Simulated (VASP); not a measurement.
Write the native input for VASP 6.6.1 that does the following.

* Task: single point
* Functional: PBE
* Potentials or basis: VASP PAW PBE potentials, release 64 (Be, Se)
* Cutoff: 520 eV
* k mesh: 8 × 8 × 8
* Occupations: fermi-dirac, width 0.02 eV
* Spin: no spin polarisation
* Dipole correction: no
* Further INCAR settings: ALGO = Normal; EDIFF = 1e-06; NBANDS = 11

The structure of BeSe lies in POSCAR:

```
BeSe
1.0
    0.0000000000      2.5810353737      2.5810353737
    2.5810353737      0.0000000000      2.5810353737
    2.5810353737      2.5810353737      0.0000000000
Be Se
1 1
Direct
    0.0000000000      0.0000000000      0.0000000000
    0.2500000000      0.2500000000      0.2500000000
```

The cell was built by a generator and needn't be a form met in nature.

The input as run:

INCAR

```
SYSTEM = BeSe
PREC = Accurate
ENCUT = 520
EDIFF = 1E-6
ISMEAR = -1
SIGMA = 0.02
LREAL = .FALSE.
LASPH = .TRUE.
NELM = 100
ALGO = Normal
ISIF = 2
LWAVE = .FALSE.
LCHARG = .TRUE.
GGA = PE
LELF = .TRUE.
LVHAR = .TRUE.
NBANDS = 11
```

KPOINTS

```
Automatic mesh
0
G
  8 8 8
  0 0 0
```

Potentials or basis: VASP PAW PBE potentials, release 64 (Be, Se).

Launch:

```sh
$ cat potpaw_PBE.64/Be/POTCAR potpaw_PBE.64/Se/POTCAR > POTCAR
$ mpirun -np 1 vasp_std > vasp.out
```

Results of the run:

```
Pressure               : 0.9 GPa
Band gap on the k mesh : 2.64 eV, indirect (least direct gap 4.29 eV)
```

Run time: 12 s on 1 thread of AMD EPYC 7R13 Processor (Zen 3), on a shared host, peak memory 0.12 GiB.
